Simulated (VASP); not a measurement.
Write the native input for VASP 6.6.1 that does the following.

```
Task                   : band structure
Functional             : r2SCAN
Potentials or basis    : VASP PAW PBE potentials, release 64 (Eu, O)
Cutoff                 : 520 eV
k mesh                 : 6 × 6 × 4
Occupations            : fermi-dirac, width 0.05 eV
Spin                   : collinear spin, ferromagnetic start
Starting moments       : [7.0, 7.0, 0.0, 0.0, 0.0] μB
Further INCAR settings : ALGO = Normal; EDIFF = 1e-06; NBANDS = 38
```

The structure of Eu2O3 lies in POSCAR:

```
Eu2O3
1.0
    3.7882997899      0.0000000000      0.0000000000
   -1.8941498949      3.2807638552      0.0000000000
    0.0000000000      0.0000000000      5.8208371100
Eu O
2 3
Direct
    0.3333333333      0.6666666667      0.2424440900
    0.6666666667      0.3333333333      0.7575559100
    0.3333333333      0.6666666667      0.6511035700
    0.6666666667      0.3333333333      0.3488964300
    0.0000000000      0.0000000000      0.0000000000
```

Measurements of this composition are mostly on another form, of space group No. 206.

One way to write it, as run:

INCAR

```
  PREC = Accurate
  ENCUT = 520
  EDIFF = 1E-6
  ISMEAR = -1
  SIGMA = 0.05
  LREAL = F
  LASPH = T
  NELM = 100
  ALGO = Normal
  ISIF = 2
  LWAVE = F
  LCHARG = F
  ISPIN = 2
  MAGMOM = 7 7 0 0 0
  LORBIT = 11
  LMAXMIX = 6
  METAGGA = R2SCAN
  LMIXTAU = T
  NBANDS = 38
```

KPOINTS

```
Automatic mesh
0
Gamma
  6 6 4
```

KPOINTS_OPT

```
path GMKGALHA,LM,KH
20
line-mode
reciprocal
 0.0000000000  0.0000000000  0.0000000000  G
 0.5000000000  0.0000000000  0.0000000000  M

 0.5000000000  0.0000000000  0.0000000000  M
 0.3333333333  0.3333333333  0.0000000000  K

 0.3333333333  0.3333333333  0.0000000000  K
 0.0000000000  0.0000000000  0.0000000000  G

 0.0000000000  0.0000000000  0.0000000000  G
 0.0000000000  0.0000000000  0.5000000000  A

 0.0000000000  0.0000000000  0.5000000000  A
 0.5000000000  0.0000000000  0.5000000000  L

 0.5000000000  0.0000000000  0.5000000000  L
 0.3333333333  0.3333333333  0.5000000000  H

 0.3333333333  0.3333333333  0.5000000000  H
 0.0000000000  0.0000000000  0.5000000000  A

 0.5000000000  0.0000000000  0.5000000000  L
 0.5000000000  0.0000000000  0.0000000000  M

 0.3333333333  0.3333333333  0.0000000000  K
 0.3333333333  0.3333333333  0.5000000000  H
```

Potentials or basis: VASP PAW PBE potentials, release 64 (Eu, O).

Run with:

```bash
$ cat potpaw_PBE.64/Eu/POTCAR potpaw_PBE.64/O/POTCAR > POTCAR
$ mpirun -np 1 vasp_std > vasp.out
```

Results of the run:

```
Pressure                                              : -1.4 GPa
Largest force                                         : 0.123 eV/Å
Band gap on the k mesh                                : 0.12 eV, indirect (least direct gap 0.15 eV)
Band gap along the path                               : 0.12 eV, indirect (least direct gap 0.15 eV)
Net moment                                            : 12.00 μB per cell
Site moments                                          : Eu +5.91; O -0.11, -0.15 μB
Valence electrons inside the program's atomic spheres : Eu 14.57; O 5.07, 4.98
```

Caveat: the PAW data sets were made with another functional, which shifts forces and pressure a little; spin-orbit coupling is left out, which moves the levels of the heavy elements; without U or exact exchange the open f shell lies at the Fermi level, which spoils levels, moments and volumes.

Wall time 42 min on 1 thread of Intel(R) Xeon(R) 6975P-C (Granite Rapids) (shared host), peak memory 0.38 GiB.
